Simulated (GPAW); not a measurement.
A run of GPAW 26.7.0 is set up as follows.

File run.py:

```python
from ase import Atoms
from ase.dft.bandgap import bandgap
from ase.io import write
from ase.units import GPa
from gpaw import GPAW, PW

atoms = Atoms(['Ti', 'C'],
              cell=[[0.0, 2.1657188437, 2.1657188437],
                    [2.1657188437, 0.0, 2.1657188437],
                    [2.1657188437, 2.1657188437, 0.0]],
              scaled_positions=[[0.0, 0.0, 0.0],
                                [0.5, 0.5, 0.5]],
              pbc=True)

calc = GPAW(mode=PW(800),
            xc='PBE',
            kpts={'size': (11, 11, 11), 'gamma': True},
            occupations={'name': 'methfessel-paxton', 'order': 0, 'width': 0.026000000000000002},
            nbands=18,
            convergence={'density': 1e-05, 'energy': 1e-05},
            maxiter=150,
            txt='gpaw.txt')
atoms.calc = calc
energy = atoms.get_potential_energy()
forces = atoms.get_forces()
stress = atoms.get_stress()
calc.write('gs.gpw')
write('result.traj', atoms)
print(f'Energy: {energy:.6f} eV')
print('Forces (eV/A):')
print(forces.round(4))
print('Stress (GPa):', (stress / GPa).round(3))
print('Fermi level:', round(calc.get_fermi_level(), 4), 'eV')
print(f'Gap: {bandgap(calc)[0]:.4f} eV, direct: {bandgap(calc, direct=True)[0]:.4f} eV')
```

Potentials or basis: GPAW PAW data sets (gpaw-data 1.2.1), pw.

Launch:

```console
$ OMP_NUM_THREADS=1 python run.py
```

Q: Predict the band gap on the k mesh.

A: None (metal or under the smearing width).

Q: Predict the pressure.

A: 0.9 GPa.
